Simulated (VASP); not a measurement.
# AlFe (Pm-3m) in VASP: single point with PBE

Aim: the single point of AlFe with PBE.

Program: VASP 6.6.1. These are calculated values, not measurements. Logs are shortened: lines on timing, memory, paths and dates and some standing lists are left out, and cuts for length are marked.

## (1) The undisturbed crystal

It takes space group Pm-3m (No. 221, cubic). The conventional cell has a = 2.910 Å, b = 2.910 Å, c = 2.910 Å, α = 90.00°, β = 90.00°, γ = 90.00°. Around Al (site symmetry m-3m) lie 8 Fe at 2.52 Å. Around Fe (site symmetry m-3m) lie 8 Al at 2.52 Å.

## (2) Single point, PBE, collinear spin, typed start (z stretched by -1.5 % at fixed volume)

Input file INCAR:

```
SYSTEM = AlFe
PREC = Accurate
ENCUT = 520
EDIFF = 1E-6
ISMEAR = -1
SIGMA = 0.05
LREAL = .FALSE.
LASPH = .TRUE.
NELM = 150
ALGO = Normal
ISIF = 2
LWAVE = .FALSE.
LCHARG = .FALSE.
ISPIN = 2
MAGMOM = 0 3
LORBIT = 11
LMAXMIX = 4
GGA = PE
NBANDS = 16
```

Input file KPOINTS:

```
regular mesh
0
G
  12 12 12
  0 0 0
```

Input file POSCAR:

```
AlFe
1.0
    2.9320736412      0.0000000000      0.0000000000
    0.0000000000      2.9320736412      0.0000000000
    0.0000000000      0.0000000000      2.8663500000
Al Fe
1 1
Direct
    0.0000000000      0.0000000000      0.0000000000
    0.5000000000      0.5000000000      0.5000000000
```

Potentials or basis: VASP PAW PBE potentials, release 64 (Al, Fe).

Started as:

```bash
$ cat potpaw_PBE.64/Al/POTCAR potpaw_PBE.64/Fe/POTCAR > POTCAR
$ mpirun -np 1 vasp_std > vasp.out
```

OUTCAR:

```text
SYSTEM = AlFe
   PREC = Accurate
   ENCUT = 520
   EDIFF = 1E-6
   ISMEAR = -1
   LREAL = .FALSE.
   LASPH = .TRUE.
   NELM = 150
   ISIF = 2
   ISPIN = 2
   LORBIT = 11
   GGA = PE

 ion  position               nearest neighbor table
   1  0.000  0.000  0.000-   2 2.52   2 2.52   2 2.52   2 2.52   2 2.52   2 2.52   2 2.52   2 2.52

   2  0.500  0.500  0.500-   1 2.52   1 2.52   1 2.52   1 2.52   1 2.52   1 2.52   1 2.52   1 2.52

  LATTYP: Found a simple tetragonal cell.
 ALAT       =     2.9320736412
 C/A-ratio  =     0.9775845871

  Lattice vectors:

 A1 = (   2.9320736412,   0.0000000000,   0.0000000000)
 A2 = (   0.0000000000,   2.9320736412,   0.0000000000)
 A3 = (   0.0000000000,   0.0000000000,   2.8663500000)

Analysis of symmetry for initial positions (statically):
=====================================================================
 Subroutine PRICEL returns:
 Original cell was already a primitive cell.

 Routine SETGRP: Setting up the symmetry group for a
 simple tetragonal supercell.

 Subroutine GETGRP returns: Found 16 space group operations
 (whereof 16 operations were pure point group operations)
 out of a pool of 16 trial point group operations.

The static configuration has the point symmetry D_4h.

Analysis of symmetry for dynamics (positions and initial velocities):
=====================================================================
 Subroutine PRICEL returns:
 Original cell was already a primitive cell.

 Routine SETGRP: Setting up the symmetry group for a
 simple tetragonal supercell.

 Subroutine GETGRP returns: Found 16 space group operations
 (whereof 16 operations were pure point group operations)
 out of a pool of 16 trial point group operations.

The dynamic configuration has the point symmetry D_4h.

Analysis of structural, dynamic, and magnetic symmetry:
=====================================================================
 Subroutine PRICEL returns:
 Original cell was already a primitive cell.

 Routine SETGRP: Setting up the symmetry group for a
 simple tetragonal supercell.

 Subroutine GETGRP returns: Found 16 space group operations
 (whereof 16 operations were pure point group operations)
 out of a pool of 16 trial point group operations.

The overall configuration has the point symmetry D_4h.

 Subroutine INISYM returns: Found 16 space group operations
 (whereof 16 operations are pure point group operations),
 and found     1 'primitive' translations

----------------------------------------------------------------------------------------

                                     Primitive cell

  volume of cell :      24.6422

  direct lattice vectors                    reciprocal lattice vectors
     2.932073641  0.000000000  0.000000000     0.341055554  0.000000000  0.000000000
     0.000000000  2.932073641  0.000000000     0.000000000  0.341055554  0.000000000
     0.000000000  0.000000000  2.866350000     0.000000000  0.000000000  0.348875748

  length of vectors
     2.932073641  2.932073641  2.866350000     0.341055554  0.341055554  0.348875748

  position of ions in fractional coordinates (direct lattice)
     0.000000000  0.000000000  0.000000000
     0.500000000  0.500000000  0.500000000

  ion indices of the primitive-cell ions
   primitive index   ion index
                 1           1
                 2           2

----------------------------------------------------------------------------------------

 KPOINTS: regular mesh

Automatic generation of k-mesh.
 Grid dimensions read from file:
 generate k-points for:   12   12   12

 Generating k-lattice:

  Cartesian coordinates                     Fractional coordinates (reciprocal lattice)
     0.028421296  0.000000000  0.000000000     0.083333333  0.000000000  0.000000000
     0.000000000  0.028421296  0.000000000     0.000000000  0.083333333  0.000000000
     0.000000000  0.000000000  0.029072979     0.000000000  0.000000000  0.083333333

  Length of vectors
     0.028421296  0.028421296  0.029072979

  Shift w.r.t. Gamma in fractional coordinates (k-lattice)
     0.000000000  0.000000000  0.000000000

 Subroutine IBZKPT returns following result:
 ===========================================

 Found    196 irreducible k-points:

 Following reciprocal coordinates:
            Coordinates               Weight
  0.000000  0.000000  0.000000      1.000000
  0.083333  0.000000  0.000000      4.000000
  0.166667  0.000000  0.000000      4.000000
  0.250000  0.000000  0.000000      4.000000
  0.333333  0.000000  0.000000      4.000000
  0.416667  0.000000  0.000000      4.000000
[... 16 lines left out ...]
  0.333333  0.333333  0.000000      4.000000
  0.416667  0.333333  0.000000      8.000000
 [... further k-points ...]
   k-points           NKPTS =    196   k-points in BZ     NKDIM =    196   number of bands    NBANDS=     16
   number of dos      NEDOS =    301   number of ions     NIONS =      2
   total plane-waves  NPLWV =  13824
   dimension x,y,z NGX =    24 NGY =   24 NGZ =   24
   dimension x,y,z NGXF=    48 NGYF=   48 NGZF=   48
   ions per type =               1   1
   NGX,Y,Z   is equivalent  to a cutoff of  13.61, 13.61, 13.92 a.u.
   NGXF,Y,Z  is equivalent  to a cutoff of  27.22, 27.22, 27.84 a.u.
 SYSTEM =  AlFe
   PREC   = accura    normal or accurate (medium, high low for compatibility)
   ISTART =      0    job   : 0-new  1-cont  2-samecut
   ICHARG =      2    charge: 1-file 2-atom 10-const
   ISPIN  =      2    spin polarized calculation?
   LNONCOLLINEAR =      F non collinear calculations
   LSORBIT =      F    spin-orbit coupling
   LASPH  =      T    aspherical Exc in radial PAW
   ENCUT  =  520.0 eV  38.22 Ry    6.18 a.u.   5.45  5.45  5.33*2*pi/ulx,y,z
   NELM   =    150;   NELMIN=  2; NELMDL= -5     # of ELM steps
   EDIFF  = 0.1E-05   stopping-criterion for ELM
   LREAL  =      F    real-space projection
   EDIFFG = 0.1E-04   stopping-criterion for IOM
   NSW    =      0    number of steps for IOM
   IBRION =     -1    ionic relax: 0-MD 1-quasi-New 2-CG
   NFREE  =      0    steps in history (QN), initial steepest desc. (CG)
   ISIF   =      2    stress and relaxation
   ISYM   =      2    0-nonsym 1-usesym 2-fastsym
   POTIM  = 0.5000    time-step for ionic-motion
   TEBEG  =    0.0;   TEEND  =   0.0 temperature during run
   PSTRESS=    0.0 pullay stress
   NELECT =      11.0000    total number of electrons
   NUPDOWN=      -1.0000    fix difference up-down
   EMIN   =  10.00;   EMAX   =-10.00  energy-range for DOS
   EFERMI =   0.00;   METHOD = LEGACY
   ISMEAR =    -1;   SIGMA  =   0.05  broadening in eV -4-tet -1-fermi 0-gaus
   EFERMI_NEDOS =   21; number of points for ismear=-14 and -15
   IALGO  =     38    algorithm
   IMIX   =      4    mixing-type and parameters
     AMIX     =   0.40;   BMIX     =  1.00
     AMIX_MAG =   1.60;   BMIX_MAG =  1.00
  volume/ion in A,a.u.               =      12.32        83.15
  Fermi-wavevector in a.u.,A,eV,Ry     =   1.251160  2.364349 21.298567  1.565401
  Thomas-Fermi vector in A             =   2.385120
   LORBIT       =     11    0 simple, 1 ext, 2 COOP (PROOUT), +10 PAW based schemes
   GGA     = PE    functional components
   LHFCALC =     F    Hartree Fock is set to
   AEXX    =    0.0000 exact exchange contribution
   IVDW    =     0    specifies the selected vdW correction
   LEPSILON=     F    determine dielectric tensor
   LRPA    =     F    only Hartree local field effects (RPA)
 spin polarized calculation
  energy-cutoff  :      520.00
  volume of cell :       24.64
 maximum number of plane-waves:       680
 NGX is ok and might be reduce to    24
   NGX = 11   NGY = 11   NGZ = 11

 number of electron      10.9999997 magnetization       0.7413384

 Free energy of the ion-electron system (eV)
  ---------------------------------------------------
  ext. energy  EPLUGINS =         0.00000000
  ---------------------------------------------------
  free energy    TOTEN  =       -12.63940556 eV

  energy without entropy =      -12.62088444  energy(sigma->0) =      -12.63014500

 E-fermi :   7.6729     XC(G=0): -11.9718

 val. band max:        7.6719202405   @ k =   0.5000   0.0833   0.2500
 cond. band min:       7.6729878388   @ k =   0.5000   0.4167   0.4167
 fundamental gap:      0.0010675982
 Fermi energy:         7.6728564778

 spin component 1

 k-point     1 :       0.0000    0.0000    0.0000
  band No.  band energies     occupation
      1      -2.5607      1.00000
      2       5.2141      1.00000
      3       5.2547      1.00000
      4       7.2022      0.99992
      5       7.2211      0.99988
      6       7.2211      0.99988
[... 8 lines left out ...]
     15      29.1176      0.00000
     16      30.6780      0.00000
[... 419 lines left out ...]
 k-point    24 :       0.4167    0.3333    0.0000
  band No.  band energies     occupation
      1       1.8378      1.00000
      2       4.0260      1.00000
      3       5.5391      1.00000
      4       6.1416      1.00000
      5       6.5972      1.00000
      6       6.7608      1.00000
[... 8 lines left out ...]
     15      26.7678      0.00000
     16      29.2131      0.00000

 [... further k-points ...]

 spin component 2

 k-point     1 :       0.0000    0.0000    0.0000
  band No.  band energies     occupation
      1      -2.5600      1.00000
      2       5.6283      1.00000
      3       5.6407      1.00000
      4       8.0162      0.00104
      5       8.1446      0.00008
      6       8.1446      0.00008
[... 8 lines left out ...]
     15      29.1576      0.00000
     16      30.6522      0.00000
[... 419 lines left out ...]
 k-point    24 :       0.4167    0.3333    0.0000
  band No.  band energies     occupation
      1       1.8870      1.00000
      2       4.2112      1.00000
      3       5.7430      1.00000
      4       6.5541      1.00000
      5       7.4431      0.99001
      6       7.6287      0.70741
[... 8 lines left out ...]
     15      26.7228      0.00000
     16      29.1347      0.00000

 [... further k-points ...]
[... 5 lines left out ...]
  --------------------------------------------------------------------------------------
  -------------------------------------------------------------------------------------
  Total       -1.0057722     -1.0057722     -0.6794003      0.0000000      0.0000000      0.0000000
  in kB      -65.3929990    -65.3929990    -44.1730433      0.0000000      0.0000000      0.0000000
  external PRESSURE =     -58.3196804 kB  Pullay stress =       0.0000000 kB

 VOLUME and BASIS-vectors are now :
 -----------------------------------------------------------------------------
  energy-cutoff  :      520.00
  volume of cell :       24.64
      direct lattice vectors                 reciprocal lattice vectors
     2.932073641  0.000000000  0.000000000     0.341055554  0.000000000  0.000000000
     0.000000000  2.932073641  0.000000000     0.000000000  0.341055554  0.000000000
     0.000000000  0.000000000  2.866350000     0.000000000  0.000000000  0.348875748

 POSITION                                       TOTAL-FORCE (eV/Angst)
 -----------------------------------------------------------------------------------
      0.00000      0.00000      0.00000         0.000000      0.000000      0.000000
      1.46604      1.46604      1.43318         0.000000      0.000000      0.000000
 -----------------------------------------------------------------------------------
    total drift:                                0.000000     -0.000000     -0.000000

  FREE ENERGIE OF THE ION-ELECTRON SYSTEM (eV)
  ---------------------------------------------------
  free  energy   TOTEN  =       -12.6394055619 eV

  energy  without entropy=      -12.6208844413  energy(sigma->0) =      -12.63014500

 total charge

# of ion       s       p       d       tot
------------------------------------------
    1        0.395   0.420   0.000   0.815
    2        0.417   0.476   6.449   7.342
--------------------------------------------------
tot          0.812   0.896   6.449   8.157

 magnetization (x)

# of ion       s       p       d       tot
------------------------------------------
    1       -0.009  -0.017   0.000  -0.026
    2       -0.000   0.008   0.781   0.788
--------------------------------------------------
tot         -0.009  -0.009   0.781   0.763
```

It took 87 s on 1 thread of Intel Xeon Platinum 8259CL at 2.50GHz (Skylake/Cascade Lake), shared host; peak memory 0.24 GiB.

What came out:

```yaml
Free_energy: -12.6394 eV
Pressure: -5.8 GPa
Band_gap_on_the_k_mesh: none (metal or under the smearing width)
Net_moment: 0.74 μB per cell
Site_moments: Al -0.03; Fe +0.79 μB
Valence_electrons_inside_the_program's_atomic_spheres: Al 0.81; Fe 7.34
```

Levels at points of the mesh, in eV from the Fermi level:
Spin up:
```
           k point  band 4  band 5  band 6  band 7  band 8  band 9
(0.00, 0.00, 0.00)   -0.47   -0.45   -0.45    5.85    5.85    6.64
(0.50, 0.00, 0.00)   -1.37   -1.26   -0.35    0.69    8.61   10.51
(0.50, 0.50, 0.00)   -2.21   -1.07   -1.07    0.29    2.89    3.62
(0.00, 0.00, 0.50)   -1.42   -1.42   -0.34    0.90    8.62   10.59
(0.50, 0.00, 0.50)   -1.99   -1.20   -1.11    0.36    3.11    3.76
(0.50, 0.50, 0.50)    0.33    0.42    2.87    2.87    2.93    3.90
```
Spin down:
```csv
k point,band 2,band 3,band 4,band 5,band 6,band 7,band 8,band 9
"(0.00, 0.00, 0.00)",-2.04,-2.03,0.34,0.47,0.47,5.87,5.87,6.67
"(0.50, 0.00, 0.00)",-5.86,-1.41,-0.67,-0.45,0.59,1.25,8.49,10.60
"(0.50, 0.50, 0.00)",-2.22,-2.22,-2.19,-0.21,-0.21,0.90,3.24,4.16
"(0.00, 0.00, 0.50)",-5.78,-1.34,-0.62,-0.62,0.49,1.43,8.50,10.66
"(0.50, 0.00, 0.50)",-2.14,-2.13,-2.00,-0.37,-0.36,0.94,3.48,4.36
"(0.50, 0.50, 0.50)",-3.09,-3.09,0.95,0.99,2.93,2.93,3.01,3.81
```
